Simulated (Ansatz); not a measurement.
# TiO2 (C2/m): the gap up the ladder of methods

What gap does each level of theory give for TiO2 (C2/m), and in what time?

Program: Ansatz 0.2.0. Level of theory: density functionals, hybrids and G0W0, plane waves, PAW. Results are calculated unless marked as measured.

This is a report of a sequence of runs, with most program output left out.

In doubt: masses and optical values from hybrid runs of this build are listed as unsure (step 7), which bears on the screening that GW takes from such a start.

## 1. The structure

The structure is monoclinic, space group C2/m (No. 12). The conventional cell has a = 12.307 Å, b = 3.767 Å, c = 6.616 Å, α = 90.00°, β = 106.95°, γ = 90.00°. Nearest to Ti lie 5 O at 1.78 to 2.03 Å. Nearest to Ti lie 6 O at 1.86 to 2.16 Å. Nearest to O lie 3 Ti at 1.86 to 2.16 Å. Nearest to O lie 3 Ti at 1.94 to 2.03 Å. Nearest to O lie 2 Ti at 1.78 to 1.87 Å. Nearest to O lie 3 Ti at 1.96 to 2.16 Å. Farther neighbours and most contacts between anions are not listed.

As a file:

```cif
data_structure
_symmetry_space_group_name_H-M 'P 1'
_symmetry_Int_Tables_number 1
_cell_length_a 6.4354
_cell_length_b 6.4354
_cell_length_c 6.6162
_cell_angle_alpha 106.182
_cell_angle_beta 106.182
_cell_angle_gamma 34.036
_cell_volume 146.71
loop_
_atom_site_label
_atom_site_type_symbol
_atom_site_fract_x
_atom_site_fract_y
_atom_site_fract_z
_atom_site_occupancy
Ti1 Ti 0.80471 0.80471 0.71624 1
Ti2 Ti 0.09993 0.09993 0.71040 1
Ti3 Ti 0.19529 0.19529 0.28376 1
Ti4 Ti 0.90007 0.90007 0.28960 1
O5 O 0.05835 0.05835 0.36998 1
O6 O 0.63807 0.63807 0.70660 1
O7 O 0.13281 0.13281 0.00471 1
O8 O 0.94165 0.94165 0.63002 1
O9 O 0.73651 0.73651 0.34750 1
O10 O 0.86719 0.86719 0.99529 1
O11 O 0.26349 0.26349 0.65250 1
O12 O 0.36193 0.36193 0.29340 1
```

The cell and positions are those that the Materials Project relaxed with its own functionals (PBE, PBE+U or r2SCAN), kept fixed. This is not the form that TiO2 usually takes at ambient conditions. At the settings of the band run the largest force is still 0.23 eV/Å.

The logs state that the PAW files were generated under PBE.

## 2. LDA on the 6×6×4 mesh

Levels along a band path and on the mesh show where this functional puts the band edges.

This step: DFT, LDA, plane waves, PAW; PAW set soft_1.

Input file input.yaml:

```yaml
crystal:
  lattice:
    - [6.1535771931, -1.8834685, 0.0]
    - [6.1535771931, 1.8834685, 0.0]
    - [-1.9283261078, 0.0, 6.3289668713]
  atoms:
    - { symbol: Ti, position: [0.804714, 0.804714, 0.716238] }
    - { symbol: Ti, position: [0.099929, 0.099929, 0.710398] }
    - { symbol: Ti, position: [0.195286, 0.195286, 0.283762] }
    - { symbol: Ti, position: [0.900071, 0.900071, 0.289602] }
    - { symbol: O, position: [0.0583525, 0.0583525, 0.369979] }
    - { symbol: O, position: [0.638069, 0.638069, 0.706603] }
    - { symbol: O, position: [0.1328115, 0.1328115, 0.004709] }
    - { symbol: O, position: [0.9416475, 0.9416475, 0.630021] }
    - { symbol: O, position: [0.7365115, 0.7365115, 0.3475] }
    - { symbol: O, position: [0.8671885, 0.8671885, 0.995291] }
    - { symbol: O, position: [0.2634885, 0.2634885, 0.6525] }
    - { symbol: O, position: [0.361931, 0.361931, 0.293397] }
kpoints:
  mp_grid: { grid: [6, 6, 4] }
  band_path:
    path:
      - [[0.0, 0.0, 0.0], [-0.27559497, 0.27559497, 0.0]]
      - [[-0.72440503, -0.27559497, 0.0], [-0.5, -0.5, 0.0], [0.0, 0.0, 0.0], [-0.5, -0.5, 0.5], [-0.73828134, -0.26171866, 0.5]]
      - [[-0.26171866, 0.26171866, 0.5], [0.0, 0.0, 0.5], [0.0, 0.0, 0.0]]
      - [[-0.5, 0.0, 0.5], [0.0, 0.0, 0.0], [-0.5, 0.0, 0.0]]
    npoints: 10
hamiltonian:
  xc: lda
  pseudopotentials: { kind: paw, azcp: { folder: soft_1 }, xc_functional: pbe }
scf:
  occupations: { method: fermi_dirac, width: 0.02 }
  n_extra_bands: 8
output:
  eigenvalues: true
  forces: true
  stress: true
  write_density: true
  write_potential: true
  elf: true
  volumetric_format: npy
```

Started as:

```
$ ansatz run input.yaml --threads 3 --pin off --max-ram 92160MiB --backend cuda --events-out ev --progress --plain --runs-dir out --devices 1 --max-vram 13GiB
```

Run time: 19 s. Hardware: 1 × NVIDIA H100 80GB HBM3 (shared by 6 runs) with 3 threads of AMD EPYC 7R13 (Zen 3), shared host; peak memory 1 GiB.

Numbers from this step:

| Property | Result |
| --- | --- |
| pressure | -11.70 GPa |
| filled bands | 48 |
| gap | 2.657 eV |
| valence top at | k = (-0.714, -0.286, 0.500) |
| conduction bottom at | Γ |
| least direct gap | 2.842 eV |

Over mesh and path the gap is 2.657 eV, from k = (-0.714, -0.286, 0.500) to k = Γ. The least direct gap found is 2.842 eV, at k = (-0.100, -0.100, 0.000). On the 6×6×4 mesh alone the same run gives 2.671 eV, so that mesh misses an edge of LDA: 2.671 − 2.657 = +0.014 eV. The pressure in this cell is -12 GPa; the cell is kept.

## 3. r2SCAN on the 6×6×4 mesh

r2SCAN is a meta-GGA: it depends on the kinetic-energy density as well as on the density and its gradient.

This step: DFT, r2SCAN, plane waves, PAW; PAW set soft_1.

Changes to input.yaml since step 2:

```diff
@@ -22,12 +22,18 @@
     path:
-      - [[0.0, 0.0, 0.0], [-0.27559497, 0.27559497, 0.0]]
-      - [[-0.72440503, -0.27559497, 0.0], [-0.5, -0.5, 0.0], [0.0, 0.0, 0.0], [-0.5, -0.5, 0.5], [-0.73828134, -0.26171866, 0.5]]
-      - [[-0.26171866, 0.26171866, 0.5], [0.0, 0.0, 0.5], [0.0, 0.0, 0.0]]
-      - [[-0.5, 0.0, 0.5], [0.0, 0.0, 0.0], [-0.5, 0.0, 0.0]]
-    npoints: 10
+      - [0.0, 0.0, 0.0]
+      - [-0.27559497, 0.27559497, 0.0]
+      - [-0.72440503, -0.27559497, 0.0]
+      - [-0.5, -0.5, 0.0]
+      - [-0.5, -0.5, 0.5]
+      - [-0.73828134, -0.26171866, 0.5]
+      - [-0.26171866, 0.26171866, 0.5]
+      - [0.0, 0.0, 0.5]
+      - [-0.714453206, -0.285546794, 0.5]
+      - [-0.1, -0.1, 0.0]
+    npoints: 1
 hamiltonian:
-  xc: lda
-  pseudopotentials: { kind: paw, azcp: { folder: soft_1 }, xc_functional: pbe }
+  xc: r2scan
+  pseudopotentials: { kind: paw, azcp: { folder: soft_1 } }
 scf:
-  occupations: { method: fermi_dirac, width: 0.02 }
+  occupations: { method: fixed }
   n_extra_bands: 8
@@ -37,5 +43 @@
   stress: true
-  write_density: true
-  write_potential: true
-  elf: true
-  volumetric_format: npy
```

The job ended after 18 s (1 × NVIDIA H100 80GB HBM3 (shared by 6 runs) with 3 threads; peak memory 1.2 GiB; 30 s of CPU time).

Numbers from this step:

```yaml
pressure: -5.554 GPa
gap: 3.105 eV
valence_top_at: k = (-0.714, -0.286, 0.500)
conduction_bottom_at: Γ
least_direct_gap: 3.298 eV
```

Over mesh and listed points the gap is 3.105 eV, from k = (-0.714, -0.286, 0.500) to k = Γ. The least direct gap found is 3.298 eV, at k = (-0.100, -0.100, 0.000). On the 6×6×4 mesh alone the same run gives 3.119 eV, so that mesh misses an edge of r2SCAN: 3.119 − 3.105 = +0.014 eV. The pressure in this cell is -6 GPa; the cell is kept. r2SCAN against LDA: 3.105 − 2.657 = +0.448 eV. The runs also differ in plane-wave cutoff (420 eV and 500 eV), so how much of this comes from the functional alone is not known.

## 4. HSE06 on the 4×4×2 mesh

HSE06 mixes in a quarter of exact exchange at short range.

This step: DFT, HSE06, plane waves, PAW; PAW set soft_1.

Changes to input.yaml since step 3:

```diff
@@ -19,3 +19,3 @@
 kpoints:
-  mp_grid: { grid: [6, 6, 4] }
+  mp_grid: { grid: [4, 4, 2] }
   band_path:
@@ -34,3 +34,3 @@
 hamiltonian:
-  xc: r2scan
+  xc: hse06
   pseudopotentials: { kind: paw, azcp: { folder: soft_1 } }
@@ -41,3 +41 @@
   eigenvalues: true
-  forces: true
-  stress: true
```

Run time: 50 s. Hardware: 1 × NVIDIA H100 80GB HBM3 (shared by 6 runs) with 3 threads; peak memory 1.5 GiB; 77 s of CPU time.

Numbers from this step:

```yaml
gap: 4.271 eV
valence_top_at: k = (-0.714, -0.286, 0.500)
conduction_bottom_at: Γ
least_direct_gap: 4.468 eV
exact_exchange_fraction: 0.25
```

Over mesh and listed points the gap is 4.271 eV, from k = (-0.714, -0.286, 0.500) to k = Γ. The least direct gap found is 4.468 eV, at k = (-0.100, -0.100, 0.000). On the 4×4×2 mesh alone the same run gives 4.285 eV, so that mesh misses an edge of HSE06: 4.285 − 4.271 = +0.014 eV. HSE06 against LDA: 4.271 − 2.657 = +1.614 eV. The runs also differ in mesh (6×6×4 and 4×4×2), so how much of this comes from the functional alone is not known.

## 5. PBE0 on the 4×4×2 mesh

PBE0 mixes in a quarter of exact exchange at all distances.

This step: DFT, PBE0, plane waves, PAW; PAW set soft_1.

Changes to input.yaml since step 4:

```diff
@@ -34,3 +34,3 @@
 hamiltonian:
-  xc: hse06
+  xc: pbe0
   pseudopotentials: { kind: paw, azcp: { folder: soft_1 } }
```

Wall time 33 s (1 × NVIDIA H100 80GB HBM3 (shared by 6 runs) with 3 threads); peak memory 1.5 GiB.

Numbers from this step:

- gap: 5.031 eV
- valence top at: k = (-0.714, -0.286, 0.500)
- conduction bottom at: Γ
- least direct gap: 5.224 eV
- exact-exchange fraction: 0.25

Over mesh and listed points the gap is 5.031 eV, from k = (-0.714, -0.286, 0.500) to k = Γ. The least direct gap found is 5.224 eV, at k = (-0.100, -0.100, 0.000). On the 4×4×2 mesh alone the same run gives 5.045 eV, so that mesh misses an edge of PBE0: 5.045 − 5.031 = +0.014 eV. PBE0 against HSE06: 5.031 − 4.271 = +0.760 eV, with the same mesh, files and cutoff, and both edges at the same k points.

## 6. G0W0@LDA, 4×4×2 mesh, 804 empty bands, screening to 180 eV, PAW set soft_1 files

G0W0 replaces the xc potential by a self-energy built once from the orbitals of the start. Levels are corrected in the window of bands that the input names, at points of the mesh.

This step: G0W0 on LDA, plane waves, PAW; PAW set soft_1.

Changes to input.yaml since step 5:

```diff
@@ -20,22 +20,12 @@
   mp_grid: { grid: [4, 4, 2] }
-  band_path:
-    path:
-      - [0.0, 0.0, 0.0]
-      - [-0.27559497, 0.27559497, 0.0]
-      - [-0.72440503, -0.27559497, 0.0]
-      - [-0.5, -0.5, 0.0]
-      - [-0.5, -0.5, 0.5]
-      - [-0.73828134, -0.26171866, 0.5]
-      - [-0.26171866, 0.26171866, 0.5]
-      - [0.0, 0.0, 0.5]
-      - [-0.714453206, -0.285546794, 0.5]
-      - [-0.1, -0.1, 0.0]
-    npoints: 1
 hamiltonian:
-  xc: pbe0
-  pseudopotentials: { kind: paw, azcp: { folder: soft_1 } }
+  xc: lda
+  pseudopotentials: { kind: paw, azcp: { folder: soft_1 }, xc_functional: pbe }
 scf:
   occupations: { method: fixed }
-  n_extra_bands: 8
-output:
-  eigenvalues: true
+gw:
+  n_empty_bands: 804
+  ecut_chi: 180.0
+  qp_bands: [v4, c4]
+  qp_kpoints: band_edges
+  screening: { model: contour_deformation }
```

Run time: 93 s. Hardware: 1 × NVIDIA H100 80GB HBM3 (shared by 6 runs) with 3 threads; peak memory 3.1 GiB.

This step gave:

```
bands summed                                    : 852
RPA ε∞ on this mesh (eigenvalues)               : 5.870, 6.107, 6.237
plane waves in the screening matrix             : 797
G0W0 gap over the corrected points              : 4.381 eV
k of the valence top                            : 0.25, -0.25, -0.5
k of the conduction bottom                      : 0, 0, 0
starting gap on the mesh                        : 2.669 eV
Z at the valence top                            : 0.7030
Z at the conduction bottom                      : 0.7159
least direct G0W0 gap over the corrected points : 4.583 eV
```

Over all 14 irreducible mesh points the G0W0 gap is 4.381 eV, from k = (0.250, -0.250, -0.500) to k = Γ. The LDA gap of this run on the mesh is 2.669 eV. The two states that bound the G0W0 gap lie that far apart at the start, so the correction of the gap is 4.381 − 2.669 = +1.712 eV.

## 7. G0W0@HSE06, 4×4×2 mesh, 373 empty bands, screening to 108 eV, PAW set soft_1 files

This step: G0W0 on HSE06, plane waves, PAW; PAW set soft_1.

Changes to input.yaml since step 6:

```diff
@@ -21,4 +21,4 @@
 hamiltonian:
-  xc: lda
-  pseudopotentials: { kind: paw, azcp: { folder: soft_1 }, xc_functional: pbe }
+  xc: hse06
+  pseudopotentials: { kind: paw, azcp: { folder: soft_1 } }
 scf:
@@ -26,4 +26,4 @@
 gw:
-  n_empty_bands: 804
-  ecut_chi: 180.0
+  n_empty_bands: 373
+  ecut_chi: 108
   qp_bands: [v4, c4]
```

Run time: 98 s. Hardware: 1 × NVIDIA H100 80GB HBM3 (shared by 6 runs) with 3 threads; peak memory 2.3 GiB.

Numbers from this step:

```
bands summed                                    : 421
RPA ε∞ on this mesh (eigenvalues)               : 4.225, 4.328, 4.513
plane waves in the screening matrix             : 375
G0W0 gap over the corrected points              : 4.721 eV
k of the valence top                            : 0.25, -0.25, -0.5
k of the conduction bottom                      : 0, 0, 0
starting gap on the mesh                        : 4.285 eV
Z at the valence top                            : 0.7553
Z at the conduction bottom                      : 0.7624
least direct G0W0 gap over the corrected points : 4.917 eV
```

Over all 14 irreducible mesh points the G0W0 gap is 4.721 eV, from k = (0.250, -0.250, -0.500) to k = Γ. The HSE06 gap of this run on the mesh is 4.285 eV. The two states that bound the G0W0 gap lie that far apart at the start, so the correction of the gap is 4.721 − 4.285 = +0.436 eV. G0W0@HSE06 against G0W0@LDA with 421 bands (a further run, in the table below): 4.721 − 4.362 = +0.359 eV, with the same mesh, files and cutoffs, and both edges at the same k points.

## 8. G0W0@r2SCAN, 4×4×2 mesh, 373 empty bands, screening to 108 eV, PAW set soft_1 files

This step: G0W0 on r2SCAN, plane waves, PAW; PAW set soft_1.

Changes to input.yaml since step 7:

```diff
@@ -21,3 +21,3 @@
 hamiltonian:
-  xc: hse06
+  xc: r2scan
   pseudopotentials: { kind: paw, azcp: { folder: soft_1 } }
```

Elapsed: 54 s, on 1 × NVIDIA H100 80GB HBM3 (shared by 6 runs) with 3 threads; peak memory 2.1 GiB.

Numbers from this step:

```
bands summed                                    : 421
RPA ε∞ on this mesh (eigenvalues)               : 5.154, 5.354, 5.469
plane waves in the screening matrix             : 375
G0W0 gap over the corrected points              : 4.307 eV
k of the valence top                            : 0.25, -0.25, -0.5
k of the conduction bottom                      : 0, 0, 0
starting gap on the mesh                        : 3.115 eV
Z at the valence top                            : 0.7216
Z at the conduction bottom                      : 0.7280
least direct G0W0 gap over the corrected points : 4.503 eV
```

Over all 14 irreducible mesh points the G0W0 gap is 4.307 eV, from k = (0.250, -0.250, -0.500) to k = Γ. The r2SCAN gap of this run on the mesh is 3.115 eV. The two states that bound the G0W0 gap lie that far apart at the start, so the correction of the gap is 4.307 − 3.115 = +1.192 eV. G0W0@r2SCAN against G0W0@HSE06 with 421 bands: 4.307 − 4.721 = −0.414 eV. The runs also differ in plane-wave cutoff (420 eV and 500 eV), so how much of this comes from the start alone is not known.

## 9. The ladder

Each gap is the least one over the points named; times are wall times on shared hosts, not benchmarks. A G0W0 time includes the run's own self-consistent start. Runs with listed points see these and the mesh alone, so an edge that moves elsewhere is missed. Rows marked * are further runs, not shown as steps, whose inputs differ from the G0W0 step on the same start in the columns given; solver thresholds can differ too. Rows marked ? have an edge level that the program doubts.

| level | mesh | files, cutoff | bands summed, screening | points | gap (eV) | valence top | conduction bottom | least direct gap (eV) | time |
| --- | --- | --- | --- | --- | --- | --- | --- | --- | --- |
| LDA | 6×6×4 | soft_1 PAW, 420 eV | - | mesh and path | 2.657 | (-0.714, -0.286, 0.500) | Γ | 2.842 | 19 s |
| r2SCAN | 6×6×4 | soft_1 PAW, 500 eV | - | mesh and listed points | 3.105 | (-0.714, -0.286, 0.500) | Γ | 3.298 | 18 s |
| HSE06 | 4×4×2 | soft_1 PAW, 420 eV | - | mesh and listed points | 4.271 | (-0.714, -0.286, 0.500) | Γ | 4.468 | 50 s |
| PBE0 | 4×4×2 | soft_1 PAW, 420 eV | - | mesh and listed points | 5.031 | (-0.714, -0.286, 0.500) | Γ | 5.224 | 33 s |
| G0W0@LDA*? | 4×4×2 | soft_1 PAW, 420 eV | 180, 54 eV | all 14 irreducible mesh points | 4.557 | (0.250, -0.250, -0.500) | Γ | 4.782 | 12 s |
| G0W0@LDA* | 4×4×2 | soft_1 PAW, 420 eV | 421, 108 eV | all 14 irreducible mesh points | 4.362 | (0.250, -0.250, -0.500) | Γ | 4.573 | 20 s |
| G0W0@LDA | 4×4×2 | soft_1 PAW, 420 eV | 852, 180 eV | all 14 irreducible mesh points | 4.381 | (0.250, -0.250, -0.500) | Γ | 4.583 | 93 s |
| G0W0@HSE06 | 4×4×2 | soft_1 PAW, 420 eV | 421, 108 eV | all 14 irreducible mesh points | 4.721 | (0.250, -0.250, -0.500) | Γ | 4.917 | 98 s |
| G0W0@r2SCAN | 4×4×2 | soft_1 PAW, 500 eV | 421, 108 eV | all 14 irreducible mesh points | 4.307 | (0.250, -0.250, -0.500) | Γ | 4.503 | 54 s |

## 10. Outcome

```yaml
lda_over_mesh_and_path: 2.657 eV
r2scan_over_mesh_and_listed_points: 3.105 eV
hse06_over_mesh_and_listed_points: 4.271 eV
pbe0_over_mesh_and_listed_points: 5.031 eV
g0w0_lda_852_bands_4x4x2_over_all_14_irreducible_mesh_points: 4.381 eV
g0w0_hse06_over_all_14_irreducible_mesh_points: 4.721 eV
g0w0_r2scan_over_all_14_irreducible_mesh_points: 4.307 eV
known_limits: finite bands, screening cutoff and k mesh; no spin-orbit coupling in G0W0
```

The rows run from 2.657 eV (LDA) to 5.031 eV (PBE0). They differ in mesh, plane-wave cutoff, bands and screening cutoff of G0W0 and the points over which the gap was sought as well as in level, so only pairs that share these are like for like. PBE0 against HSE06: 5.031 − 4.271 = +0.760 eV, with the same mesh, files and cutoff, and both edges at the same k points. G0W0@HSE06 against G0W0@LDA with 421 bands: 4.721 − 4.362 = +0.359 eV, with the same mesh, files and cutoffs, and both edges at the same k points. G0W0@LDA (852 bands, 4×4×2) moves the gap of its own start on the mesh by 4.381 − 2.669 = +1.712 eV, between the same two levels. Over mesh and path, LDA puts the valence top at k = (-0.714, -0.286, 0.500), where no G0W0 correction was computed. The G0W0 gap over the whole zone is therefore not known from this run; at its settings it can only be equal to or under the 4.381 eV found, and no correction is carried over from another point. For the start itself the gap is 2.657 eV over mesh and path and 2.669 eV on the mesh of the G0W0 run, in runs that differ in mesh (6×6×4 and 4×4×2). G0W0@HSE06 moves the gap of its own start on the mesh by 4.721 − 4.285 = +0.436 eV, between the same two levels. Over mesh and listed points, HSE06 puts the valence top at k = (-0.714, -0.286, 0.500), where no G0W0 correction was computed. The G0W0 gap over the whole zone is therefore not known from this run; at its settings it can only be equal to or under the 4.721 eV found, and no correction is carried over from another point. For the start itself the gap is 4.271 eV over mesh and listed points and 4.285 eV on the mesh of the G0W0 run. G0W0@r2SCAN moves the gap of its own start on the mesh by 4.307 − 3.115 = +1.192 eV, between the same two levels. Over mesh and listed points, r2SCAN puts the valence top at k = (-0.714, -0.286, 0.500), where no G0W0 correction was computed. The G0W0 gap over the whole zone is therefore not known from this run; at its settings it can only be equal to or under the 4.307 eV found, and no correction is carried over from another point. For the start itself the gap is 3.105 eV over mesh and listed points and 3.115 eV on the mesh of the G0W0 run, in runs that differ in mesh (6×6×4 and 4×4×2). For G0W0@LDA: from 180 bands and 54 eV to 852 bands and 180 eV the gap moves by 4.381 − 4.557 = −0.176 eV (rung by rung 4.557, 4.362, 4.381 eV); bands and screening cutoff rise together, so their parts are not told apart. An edge row is in doubt in the run with 180 bands, so no limit is drawn and it is not known. The other G0W0 rows are shown at one basis each (421 bands), so their distance from the limit is not known here. The G0W0 runs are scalar-relativistic. No pair of G0W0 runs that differ in the mesh alone is shown (4×4×2 is a supercell whose nearest images lie 13 Å apart), so the error from the mesh is not known here. G0W0@LDA runs of this series with other atomic data on the same mesh, not shown as steps, give 4.365 eV (hard PAW, 930 eV, 421 bands, screening to 108 eV; the table's row with the same empty bands and screening cutoff has 4.362 eV); where bands and cutoffs differ too, the part of the files is not isolated.

[Paths, hosts, dates, memory and timing lines, banners, echoed tables and standing remarks are left out of the program output.]

[Logs are printed without paths, hosts, clocks, repeated set-up lines and the standing remarks that a program may print on its own settings, such as how far it seeks lower states.]

[Runs of the session that timed out or met a known fault of the program may be left out.]

[Cells called generated may have been cut or substituted from an entry of the Crystallography Open Database or the Materials Project.]

[Hosts, paths, dates, database ids (printed as entryN), source tags and the programs' standing remarks are cut or masked in the printed files.]

[Where an RPA ε∞ is given, it is that of the G0W0 mesh and is not shown converged in it. Names of k-points follow the symmetry that the program found, which can be lower than the space group named. Band edges on a path are those of the sampled points; other points can move an edge, and change direct to indirect where valleys lie close.]

[Hybrid gaps are those of their k-mesh and are not shown converged in it.]
